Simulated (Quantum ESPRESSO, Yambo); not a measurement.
# Excitons of AlN (F-43m): kernels and approximations, part 2 of 4

Aim: follow the lowest exciton of AlN (F-43m) as the mesh is refined.

Quantum ESPRESSO 7.5 and Yambo 5.3.0; PBE and many-body steps on it, plane waves. Known limits of the many-body steps: not at the basis limit; coarse k mesh; bindings not settled in the k mesh.

So far. Step 4 (Screening and self-energy, 4×4×4 mesh, 51 bands …): The gap on the mesh goes from 3.32 eV to 4.37 eV, a correction of +1.05 eV. Step 5 (Empty states on the mesh, 4×4×4 mesh, 12 bands): On this mesh the gap is 3.325 eV.

### Step 7. Excitons

Optical absorption needs the electron-hole interaction, solved here in a basis of vertical transitions on the mesh.

This step: Bethe-Salpeter equation on PBE with a scissors shift, plane waves, norm-conserving pseudopotentials.

File bse3.in:

```
optics
bss
bse
em1s
dipoles
rim_cut
RandQpts= 1000000
RandGvec= 1 RL
Chimod= "HARTREE"
BSKmod= "SEX"
BSEmod= "resonant"
BSSmod= "d"
BSENGexx= 20 Ry
BSENGBlk= 4 Ry
% BSEQptR
 1 | 1 |
%
% BSEBands
 2 | 5 |
%
% BEnRange
 0 | 8 | eV
%
% BDmRange
 0.1 | 0.1 | eV
%
BEnSteps= 161
% BLongDir
 1 | 0 | 0 |
%
% BndsRnXs
 1 | 12 |
%
NGsBlkXs= 4 Ry
% LongDrXs
 1 | 1 | 1 |
%
% KfnQP_E
 1.326 | 1.0 | 1.0 |
%
WRbsWF
FFTGvecs= 32 Ry
```

Run with:

```sh
$ OMP_NUM_THREADS=1 mpirun -n 8 yambo -F bse3.in -J bse3 -C bse3 > bse3.log
```

What it wrote:

```text
 Yambo, version 5.3.0

 [02] CORE Variables Setup
 =========================

  [... cell, symmetries and grids as in the set-up ...]

  [02.05] Energies & Occupations
  ==============================

  [X] === General ===
  [X] Electronic Temperature                        :  0.000000  0.000000 [eV K]
  [X] Bosonic    Temperature                        :  0.000000  0.000000 [eV K]
  [X] Finite Temperature mode                       : no
  [X] El. density                                   :  0.38398E+24 [cm-3]
  [X] Fermi Level                                   :  6.956541 [eV]

  [X] === Gaps and Widths ===
  [X] Conduction Band Min                           :  3.324859 [eV]
  [X] Valence Band Max                              :  0.000000 [eV]
  [X] Filled Bands                                  :   4
  [X] Empty Bands                                   :   5  12
  [X] Direct Gap                                    :  4.192097 [eV]
  [X] Direct Gap localized at k                     :  1
  [X] Indirect Gap                                  :  3.324859 [eV]
  [X] Indirect Gap between kpts                     :   1   7
  [X] Last valence band width                       :  2.697199 [eV]
  [X] 1st conduction band width                     :  4.489929 [eV]

 [03] Transferred momenta grid and indexing
 ==========================================

 [BZ sampling] Q-grid is User defined and/or read from the database

 IBZ Q-points                                      :   8
 BZ  Q-points                                      :   64

 K/Q-points units:
 rlu = crystal or reduced units; cc = cartesian coordinates; iku = interal k-units

 Q [1]          [rlu]:  0.000000  0.000000  0.000000
 Q [2]          [rlu]: -0.52978E-17 -0.52978E-17  0.25000
 Q [3]          [rlu]:  0.10596E-16  0.10596E-16 -0.50000
 Q [4]          [rlu]: -0.19945E-16  0.25000      0.25000
 Q [5]          [rlu]:  0.11300E-16  0.25000      0.50000
 Q [6]          [rlu]:  0.10596E-16  0.25000     -0.25000
 Q [7]          [rlu]:  0.39890E-16 -0.50000     -0.50000
 Q [8]          [rlu]:  0.250000 -0.500000 -0.250000

  [03.01] X + BSE indexes
  =======================

   [03.01.01] Sigma indexes
   ========================

 [04] Coloumb potential Random Integration (RIM)
 ===============================================

  [04.01] RIM initialization
  ==========================

  * Diagonal components only detected *

  8 x (sBL volume)        :  0.220531 [a.u.]
  sBZ random points       :  1000000
  Points outside the sBZ  :   7999624
  RL volume               :  1.764245 [a.u.]
  Integrated volume       :  1.764328 [a.u.]

  [04.02] RIM integrals
  =====================

  Gamma point sphere radius             :  0.109591 [a.u.]
  Points outside the sphere             :   799635
  [Int_sBZ(q=0) 1/q^2]*(Vol_sBZ)^(-1/3) =:  7.763403
                                 should be <:  7.795600

  Summary of Coulomb integrals for non-metallic bands |Q|[au] RIM/Bare

  Q [1] 0.100000E-4 0.995870 * Q [2] 0.329610 1.064378
  Q [4] 0.380601 1.063960 * Q [6] 0.538251 1.026260
  Q [5] 0.631155 1.019161 * Q [3] 0.659220 1.016674
  Q [7] 0.761202 1.013019 * Q [8] 0.851049 1.009952

 [05] External/Internal QP corrections
 =====================================

 [QP_apply] Action to be applied: USER defined scissor

  [05.01]  QP corrections report
  ==============================

  [K+QP] === General ===
  [K+QP] Electronic Temperature                     :  0.000000  0.000000 [eV K]
  [K+QP] Bosonic    Temperature                     :  0.000000  0.000000 [eV K]
  [K+QP] Finite Temperature mode                    : no
  [K+QP] El. density                                :  0.38398E+24 [cm-3]
  [K+QP] Fermi Level                                :  0.000000 [eV]

  [K+QP] === Gaps and Widths ===
  [K+QP] Conduction Band Min                        :  4.650859 [eV]
  [K+QP] Valence Band Max                           :  0.000000 [eV]
  [K+QP] Filled Bands                               :   4
[...]
MATRIX transfer (X_G_finite_q_X_redux_1_1) :      0.0005s P1 ( 8 calls,   0.061 msec avg) [MAX]      0.0001s P5 ( 8 calls,   0.011 msec avg) [min]
                         IO_and_Messaging_switch :      0.0002s P5 (69 calls,   0.003 msec avg) [MAX]      0.0002s P2 (69 calls,   0.002 msec avg) [min]
                          BSE components folding :      0.0003s P6 [MAX]      0.0002s P4 [min]
                                    PP_uspp_init :      0.0004s P5 (16 calls,   0.027 msec avg) [MAX]      0.0004s P7 (16 calls,   0.023 msec avg) [min]
                              BSE matrix (REDUX) :      0.0008s P4 [MAX]      0.0007s P7 [min]
                                  eval_G_minus_G :      0.0012s P4 [MAX]      0.0010s P3 [min]
                                       X (REDUX) :      0.0060s P6 ( 8 calls,   0.751 msec avg) [MAX]      0.0012s P1 ( 8 calls,   0.150 msec avg) [min]
                                     K_WF_phases :      0.0213s P7 [MAX]      0.0028s P4 [min]
                            X T_space Kernel sum :      0.0171s P5 (32 calls,   0.533 msec avg) [MAX]      0.0033s P7 (32 calls,   0.102 msec avg) [min]
                             PARALLEL_lin_system :      0.0041s P1 ( 8 calls,   0.515 msec avg) [MAX]      0.0037s P2 ( 8 calls,   0.466 msec avg) [min]
                          MATRIX transfer (NONE) :      0.0046s P8 ( 2 calls,   2.311 msec avg) [MAX]      0.0038s P1 ( 2 calls,   1.894 msec avg) [min]
                                   X (procedure) :      0.0091s P1 ( 8 calls,   1.136 msec avg) [MAX]      0.0040s P8 ( 8 calls,   0.498 msec avg) [min]
                                     BSE dipoles :      0.0059s P2 [MAX]      0.0057s P4 [min]
                                           io_BS :      0.0070s P1 (29 calls,   0.242 msec avg) [MAX]      0.0061s P7 (27 calls,   0.225 msec avg) [min]
                                        io_QINDX :      0.0139s P1 ( 5 calls,   2.776 msec avg) [MAX]      0.0066s P7 ( 3 calls,   2.192 msec avg) [min]
                                     io_KB_pwscf :      0.0123s P5 ( 7 calls,   1.762 msec avg) [MAX]      0.0078s P2 ( 6 calls,   1.303 msec avg) [min]
                                            io_X :      0.0458s P1 (25 calls,   1.831 msec avg) [MAX]      0.0114s P7 (25 calls,   0.454 msec avg) [min]
                                      Xo (REDUX) :      0.0443s P2 ( 8 calls,   5.532 msec avg) [MAX]      0.0143s P1 ( 8 calls,   1.792 msec avg) [min]
                                      io_DIPOLES :      0.0299s P5 (19 calls,   1.572 msec avg) [MAX]      0.0147s P2 (15 calls,   0.977 msec avg) [min]
                                         io_GROT :      0.0207s P1 ( 2 calls,  10.365 msec avg) [MAX]      0.0154s P8 ( 2 calls,   7.695 msec avg) [min]
                                 bz_samp_indexes :      0.0164s P5 [MAX]      0.0154s P1 [min]
                                      T_space IP :      0.0199s P4 [MAX]      0.0176s P3 [min]
                               T_space CORR Osc. :      0.0330s P6 (16 calls,   2.065 msec avg) [MAX]      0.0178s P7 (16 calls,   1.112 msec avg) [min]
              PARALLEL_HERMITIAN_diagonalization :      0.0192s P1 [MAX]      0.0186s P8 [min]
                                     io_fragment :      0.0299s P5 (55 calls,   0.543 msec avg) [MAX]      0.0221s P7 (51 calls,   0.433 msec avg) [min]
                                  LINEAR ALGEBRA :      0.0272s P4 ( 9 calls,   3.027 msec avg) [MAX]      0.0231s P7 [min]
                                  DIPOLE_g_space :      0.0394s P5 [MAX]      0.0237s P2 [min]
                                     WF_load_FFT :      0.0329s P3 (17 calls,   1.935 msec avg) [MAX]      0.0242s P7 (16 calls,   1.514 msec avg) [min]
                                       FFT_setup :      0.0384s P4 (21 calls,   1.830 msec avg) [MAX]      0.0305s P7 (20 calls,   1.524 msec avg) [min]
                                           io_WF :      0.0453s P3 (64 calls,   0.707 msec avg) [MAX]      0.0338s P7 (60 calls,   0.564 msec avg) [min]
                                    Diago Solver :      0.0517s P1 [MAX]      0.0452s P5 [min]
                                T_space EXX Osc. :      0.0608s P4 (11 calls,   5.523 msec avg) [MAX]      0.0464s P7 (10 calls,   4.643 msec avg) [min]
                                  Xo (procedure) :      0.0712s P6 ( 8 calls,   8.901 msec avg) [MAX]      0.0563s P2 ( 8 calls,   7.041 msec avg) [min]
                                X T_space Kernel :      0.1299s P5 [MAX]      0.1071s P7 [min]
                                             RIM :      0.7162s P8 [MAX]      0.7135s P3 [min]
                                         Dipoles :      1.0573s P1 [MAX]      1.0572s P2 [min]

 [11] Game Over & Game summary
```

Run time: 3.1 s. Hardware: 8 MPI ranks of Intel Xeon at 2.60GHz (Ice Lake), shared host; peak memory 2 GiB; 15 s of CPU time.

Numbers from this step:

| Property | Result |
| --- | --- |
| transitions in the window | 192 |
| direct gap of the transition levels | 5.518 eV |
| lowest state | 4.879 eV |
| first strong exciton (over a fiftieth of the strongest listed) | 4.879 eV |
| binding of the lowest state below the direct gap | 0.6393 eV |
| Coulomb term of one mesh cell | 0.7516 eV |

The binding is 0.85 times the screened Coulomb term of one mesh cell (0.75 eV), so it is not shown settled.

The lowest state lies at 4.879 eV, 0.639 eV under the direct gap.

Lines within 3 meV are set at the lowest of them, and the highest group, which the list may cut short, is left out. Exciton lines, with heights relative to the strongest:

```csv
position (eV),lines merged,"strength, relative"
4.879,3,30
5.752,3,0.1
5.774,3,43
7.159,3,100
7.297,3,0.0
7.356,2,0.0
7.418,3,0.0
7.426,3,0.1
```

The ε₂ has structure finer than the step of the table below, so its rows give means over 0.25 eV, whole bins alone (the curve runs from 0 to 8 eV). Peaks (eV: height): BSE 4.900: 11.6, 5.750: 15.9, 7.150: 38.6; no electron-hole interaction 5.500: 7.06, 6.450: 9.72.

Field along x; broadening 0.1 eV; transition window only. Limits: finite bands, cutoff and mesh; coarse k mesh; exciton not shown settled in the k mesh. ε₂ against photon energy; means over each step:

```csv
photon energy (eV),BSE,no electron-hole interaction
0.25,0.0234,0.0162
0.50,0.0254,0.0174
0.75,0.0278,0.0187
1.00,0.0305,0.0202
1.25,0.0337,0.0218
1.50,0.0375,0.0237
1.75,0.0420,0.0259
2.00,0.0474,0.0285
2.25,0.0540,0.0314
2.50,0.0623,0.0350
2.75,0.0730,0.0392
3.00,0.0871,0.0443
3.25,0.106,0.0507
3.50,0.135,0.0588
3.75,0.179,0.0696
4.00,0.259,0.0845
4.25,0.433,0.107
4.50,1.02,0.142
4.75,5.52,0.210
5.00,6.17,0.382
5.25,1.66,1.21
5.50,2.84,5.13
5.75,11.7,1.74
6.00,3.93,1.01
6.25,1.37,3.50
6.50,1.39,6.42
6.75,2.79,1.33
7.00,14.6,0.726
7.25,22.9,0.775
7.50,8.43,1.23
7.75,8.95,3.28
```

### Step 8. Triplet (no exchange term)

bse4.in, as its differences from bse3.in of step 7:

```diff
@@ -12,3 +12,3 @@
 BSSmod= "d"
-BSENGexx= 20 Ry
+BSENGexx= 1 RL
 BSENGBlk= 4 Ry
```

Run with:

```sh
$ OMP_NUM_THREADS=1 mpirun -n 8 yambo -F bse4.in -J bse4,bse3_W -C bse4 > bse4.log
```

What it wrote:

```text
 Yambo, version 5.3.0

 [02] CORE Variables Setup
 =========================

  [... cell, symmetries and grids as in the set-up ...]

  [02.05] Energies & Occupations
  ==============================

  [X] === General ===
  [X] Electronic Temperature                        :  0.000000  0.000000 [eV K]
  [X] Bosonic    Temperature                        :  0.000000  0.000000 [eV K]
  [X] Finite Temperature mode                       : no
  [X] El. density                                   :  0.38398E+24 [cm-3]
  [X] Fermi Level                                   :  6.956541 [eV]

  [X] === Gaps and Widths ===
  [X] Conduction Band Min                           :  3.324859 [eV]
  [X] Valence Band Max                              :  0.000000 [eV]
  [X] Filled Bands                                  :   4
  [X] Empty Bands                                   :   5  12
  [X] Direct Gap                                    :  4.192097 [eV]
  [X] Direct Gap localized at k                     :  1
  [X] Indirect Gap                                  :  3.324859 [eV]
  [X] Indirect Gap between kpts                     :   1   7
  [X] Last valence band width                       :  2.697199 [eV]
  [X] 1st conduction band width                     :  4.489929 [eV]

 [03] Transferred momenta grid and indexing
 ==========================================

 IBZ Q-points                                      :   8
 BZ  Q-points                                      :   64

 K/Q-points units:
 rlu = crystal or reduced units; cc = cartesian coordinates; iku = interal k-units

 Q [1]          [rlu]:  0.000000  0.000000  0.000000
 Q [2]          [rlu]: -0.52978E-17 -0.52978E-17  0.25000
 Q [3]          [rlu]:  0.10596E-16  0.10596E-16 -0.50000
[...]
io_QINDX :      0.0075s P2 ( 3 calls,   2.508 msec avg) [MAX]      0.0061s P8 ( 3 calls,   2.040 msec avg) [min]
                                   io_BS :      0.0074s P4 (29 calls,   0.254 msec avg) [MAX]      0.0062s P8 (27 calls,   0.231 msec avg) [min]
                             BSE dipoles :      0.0065s P7 [MAX]      0.0063s P2 [min]
                              io_DIPOLES :      0.0095s P2 ( 5 calls,   1.899 msec avg) [MAX]      0.0077s P8 ( 5 calls,   1.547 msec avg) [min]
                             WF_load_FFT :      0.0171s P4 (12 calls,   1.428 msec avg) [MAX]      0.0126s P5 (11 calls,   1.147 msec avg) [min]
                                 io_GROT :      0.0172s P6 ( 2 calls,   8.615 msec avg) [MAX]      0.0157s P5 ( 2 calls,   7.849 msec avg) [min]
                             io_fragment :      0.0192s P4 (37 calls,   0.519 msec avg) [MAX]      0.0161s P5 (35 calls,   0.461 msec avg) [min]
                       T_space CORR Osc. :      0.0349s P6 (16 calls,   2.179 msec avg) [MAX]      0.0178s P7 (16 calls,   1.115 msec avg) [min]
                              T_space IP :      0.0228s P1 [MAX]      0.0182s P5 [min]
                                   io_WF :      0.0265s P4 (42 calls,   0.631 msec avg) [MAX]      0.0192s P5 (38 calls,   0.505 msec avg) [min]
      PARALLEL_HERMITIAN_diagonalization :      0.0203s P2 [MAX]      0.0192s P7 [min]
                               FFT_setup :      0.0327s P4 (13 calls,   2.513 msec avg) [MAX]      0.0235s P5 (12 calls,   1.961 msec avg) [min]
                          LINEAR ALGEBRA :      0.0240s P5 [MAX]      0.0239s P1 [min]
                                    io_X :      0.0355s P4 (24 calls,   1.478 msec avg) [MAX]      0.0317s P3 (24 calls,   1.322 msec avg) [min]
                        T_space EXX Osc. :      0.0620s P4 (11 calls,   5.640 msec avg) [MAX]      0.0440s P5 (10 calls,   4.402 msec avg) [min]
                            Diago Solver :      0.0519s P1 [MAX]      0.0453s P5 [min]
                        X T_space Kernel :      0.1310s P6 [MAX]      0.1063s P7 [min]

 [11] Game Over & Game summary
[key lines of the parts left out:]
Dipoles :      0.0037s P4 [MAX]      0.0033s P2 [min]
```

Elapsed: 1.2 s, on 8 MPI ranks; peak memory 0.25 GiB; 8 s of CPU time.

The lowest triplet lies at 4.816 eV; without spin-orbit coupling triplets are dark, so no spectrum is read.

### Step 9. Empty states on the mesh, 6×6×6 mesh, 12 bands

This step: Quantum ESPRESSO 7.5; DFT, PBE, plane waves, norm-conserving pseudopotentials.

File pw.in:

```
&control
  calculation = 'nscf'
  prefix = 'x'
  outdir = 'o'
  pseudo_dir = 'pseudo'
/
&system
  ibrav = 0
  nat = 2
  ntyp = 2
  ecutwfc = 72.0
  nbnd = 12
  force_symmorphic = .true.
/
&electrons
  conv_thr = 1e-9
  electron_maxstep = 80
  diago_full_acc = .true.
  diago_thr_init = 5e-6
/
ATOMIC_SPECIES
  Al 26.982 Al.upf
  N 14.007 N.upf
CELL_PARAMETERS angstrom
  -0.0000000000 2.1839935596 2.1839935596
  2.1839935596 -0.0000000000 2.1839935596
  2.1839935596 2.1839935596 -0.0000000000
ATOMIC_POSITIONS crystal
  Al 0.0000000000 0.0000000000 0.0000000000
  N 0.7500000000 0.7500000000 0.7500000000
K_POINTS automatic
  6 6 6 0 0 0
```

Run with:

```sh
$ OMP_NUM_THREADS=1 mpirun -n 8 pw.x -nk 4 -in pw.in > pw.out
```

What it wrote:

```text
[banner, memory and clock lines left out]
Program PWSCF v.7.5 starts

     Atomic positions and unit cell read from directory:
     o/x.save/

     Message from routine setup:
     using ibrav=0 with symmetry is DISCOURAGED, use correct ibrav instead

     bravais-lattice index     =            0
     lattice parameter (alat)  =       5.8367  a.u.
     unit-cell volume          =     140.5985 (a.u.)^3
     number of atoms/cell      =            2
     number of atomic types    =            2
     number of electrons       =         8.00
[...]
-8.0106   6.9565   6.9565   6.9565  11.1486  19.5460  19.5460  19.5460
    24.7019  24.7019  26.0437  26.0437

          k = 0.1179 0.1179-0.1179 (  1432 PWs)   bands (ev):

    -7.6130   5.1062   6.8245   6.8245  12.5676  18.6233  19.7060  19.7060
    22.8851  22.8852  24.6199  29.5881

          k = 0.2357 0.2357-0.2357 (  1441 PWs)   bands (ev):

    -6.6263   2.4092   6.5853   6.5853  13.9677  17.3522  18.7127  18.7127
    24.2950  24.5070  24.5070  32.3265

          k =-0.3536-0.3536 0.3536 (  1458 PWs)   bands (ev):

     [... further k-points ...]

     highest occupied, lowest unoccupied level (ev):     6.9565   10.2814

     XML data file, pseudopotentials, collected wavefunctions
```

Wall time 1.2 s (8 MPI ranks); peak memory 0.05 GiB; 8.1 s of CPU time.

Numbers from this step:

```
gap                                                           : 3.325 eV
k of the valence top                                          : 0, 0, 0
k of the conduction bottom                                    : 0, -0.5, -0.5
least direct gap                                              : 4.192 eV
k points computed                                             : 16
lowest point of the top converged band, above the valence top : 19.09 eV
```

On this mesh the gap is 3.325 eV.

### Step 10. Conversion and set-up

This step: Yambo 5.3.0; conversion and set-up on PBE, plane waves, norm-conserving pseudopotentials.

Run with:

```sh
$ (cd o/x.save; p2y > p2y.log; mv SAVE ../..); yambo > setup.log
```

What it wrote:

```text
 Yambo, version 5.3.0

 [02] CORE Variables Setup
 =========================

  [02.01] Unit cells
  ==================

  Cell kind             :  FCC
  Atoms in the cell     :  Al  N
  number of Al atoms    :  1
  number of N  atoms    :  1

  List of atomic masses
  Mass of Al    :  26.98200
  Mass of N     :  14.00700

  List of atomic coordinates    : [cc]
  Al1       :  0.000000  0.000000  0.000000  order 1
  N1       :  6.190725  6.190725  6.190725  order 2

  Alat factors          :  4.127150  4.127150  4.127150 [a.u.]
  Direct lattice volume :  140.5985 [a.u.]
[...]
Q [ 1]         [rlu]:  0.000000  0.000000  0.000000
 Q [ 2]         [rlu]:  0.37242E-17  0.37242E-17  0.16667
 Q [ 3]         [rlu]:  0.74483E-17  0.74483E-17  0.33333
[...]
Q [ 8]         [rlu]:  0.10596E-16  0.16667     -0.33333
 Q [ 9]         [rlu]: -0.74483E-17  0.16667     -0.16667
 Q [10]         [rlu]: -0.22848E-17  0.33333      0.33333
     [... 4 further rows ...]
 Q [15]         [rlu]:  0.166667  0.333333 -0.333333
 Q [16]         [rlu]:  0.166667 -0.500000 -0.333333

  [03.01] X indexes
  =================

   [03.01.01] Sigma indexes
   ========================

 [06] Game Over & Game summary
```

Wall time 2.4 s (1 MPI rank); peak memory 0.24 GiB.

[end of part 2 of 4]

[Paths, hosts, dates, memory and timing lines, banners, echoed tables and standing remarks are left out of the program output.]

[Logs are printed without paths, hosts, clocks, repeated set-up lines and the standing remarks that a program may print on its own settings, such as how far it seeks lower states.]

[Runs of the session that timed out or met a known fault of the program may be left out.]

[Hosts, paths, dates, database ids (printed as entryN), source tags and the programs' standing remarks are cut or masked in the printed files.]
